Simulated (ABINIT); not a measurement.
Al2Pt:

```
Pt Al
1.0
     0.00000    2.95500    2.95500
     2.95500    0.00000    2.95500
     2.95500    2.95500    0.00000
Pt Al
1 2
Cartesian
  0.0000 0.0000 0.0000
  4.4325 4.4325 4.4325
  1.4775 1.4775 1.4775
```

| Item | Value |
| --- | --- |
| Program | ABINIT 10.8.3 (patched build) |
| Task | relaxation of cell and atoms |
| Functional | PBE |
| Potentials or basis | JTH PAW PBE v2.0 |
| Cutoff | 435 eV |
| k mesh | 8 × 8 × 8 |
| Occupations | fermi-dirac, width 0.05 eV |
| Spin | no spin polarisation |

At the start: pressure 2.5 GPa; volume 17.20 Å³/atom.

Task: How do energy, volume and symmetry change on relaxing?

Result: Over 4 steps the energy falls by 2.4 meV/atom and the volume is 17.52 Å³/atom (+1.8 %); space group Fm-3m (No. 225, to 0.05 Å).

Step by step:
| step | energy change (eV) | largest force (eV/Å) | pressure (GPa) | volume (Å³) |
| --- | --- | --- | --- | --- |
| 1 | 0.0000 | 0.0000 | 2.47 | 51.61 |
| 2 | -0.0047 | 0.0000 | 1.42 | 52.00 |
| 3 | -0.0072 | 0.0000 | 0.03 | 52.54 |
| 4 | -0.0072 | 0.0000 | 0.00 | 52.55 |

Final structure:
```
Pt Al
1.0
     0.00000    2.97297    2.97297
     2.97297    0.00000    2.97297
     2.97297    2.97297    0.00000
Pt Al
1 2
Cartesian
  0.0000 0.0000 0.0000
  4.4595 4.4595 4.4595
  1.4865 1.4865 1.4865
```
